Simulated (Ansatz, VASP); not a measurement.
## Two plane-wave programs on As

```xyz
2
Lattice="4.6748 0.0000 0.0000 -2.3374 4.0485 0.0000 0.0000 0.0000 2.7223" Properties=species:S:1:pos:R:3 pbc="T T T"
As    0.0000    2.6990    0.0000
As    2.3374    1.3495    0.0000
```

Alike in both runs: functional PBE; k mesh 6 × 6 × 6; occupations gaussian, width 0.1 eV; no spin polarisation.

Ansatz relaxed the structure, and its values are those at the end. VASP's run is a single point on that final structure, the one shown.

```csv
,VASP,Ansatz
version,VASP 6.6.1,Ansatz 0.2.0
potentials or method,"VASP PAW PBE potentials, release 64 (As)","scalar-relativistic, plane waves, PAW"
plane-wave cutoff (eV),520,420
valence electrons in the cell,10,30
```

Ansatz gave:

* gap on the k mesh at the Fermi level (eV): none
* pressure (GPa): 0.0

Task: Estimate VASP's values.

Result: gap on the k mesh at the Fermi level (eV): none; pressure (GPa): 0.1.

A gap of «none» marks a metal or a gap that the smearing closes. The two sets of potentials don't hold the same shells in valence.

Caveats: the k mesh is coarse (spacing up to 0.38 Å⁻¹), so the values aren't converged.
